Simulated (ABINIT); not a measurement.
The system is HfC.

```
Hf C
1.0
     3.34287    0.00000    0.00000
    -1.67143    2.89501    0.00000
     0.00000    0.00000    5.20271
Hf C
2 2
Direct
  0.33333 0.66667 0.25000
  0.66667 0.33333 0.75000
  0.00000 0.00000 0.50000
  0.00000 0.00000 0.00000
```

The cell comes from a database or a generator and needn't be the stable form of this composition.

- Program: ABINIT 10.8.3 (patched build)
- Task: relaxation of cell and atoms
- Functional: PBEsol
- Potentials or basis: PseudoDojo NC SR PBEsol v0.4.1 standard
- Cutoff: 1116 eV
- k mesh: 6 × 6 × 4
- Occupations: fermi-dirac, width 0.05 eV
- Spin: no spin polarisation

At the start: pressure -7.0 GPa; volume 12.59 Å³/atom.

Task: Where does the relaxation end?

Result: Over 7 steps the energy falls by 10.9 meV/atom and the volume is 12.22 Å³/atom (-2.9 %); space group P6_3/mmc (No. 194, to 0.05 Å).

Step by step:
```
step  energy change (eV)  largest force (eV/Å)  pressure (GPa)  volume (Å³)
   1              0.0000                0.0000           -7.01        50.35
   2             -0.0357                0.0000           -2.00        49.28
   3             -0.0418                0.0000            0.49        48.79
   4             -0.0430                0.0000            0.55        48.78
   5             -0.0438                0.0000            0.11        48.87
   6             -0.0438                0.0000            0.01        48.89
   7             -0.0438                0.0000            0.00        48.90
```

Final structure:
```yaml
crystal:
  lattice:
    - [3.28898, 0.00000, 0.00000]
    - [-1.64449, 2.84834, 0.00000]
    - [0.00000, 0.00000, 5.21935]
  atoms:
    - { symbol: Hf, position: [0.33333, 0.66667, 0.25000] }
    - { symbol: Hf, position: [0.66667, 0.33333, 0.75000] }
    - { symbol: C, position: [0.00000, 0.00000, 0.50000] }
    - { symbol: C, position: [0.00000, 0.00000, 0.00000] }
```

Caveat: the k mesh is coarse (spacing up to 0.36 Å⁻¹), so the values aren't converged.
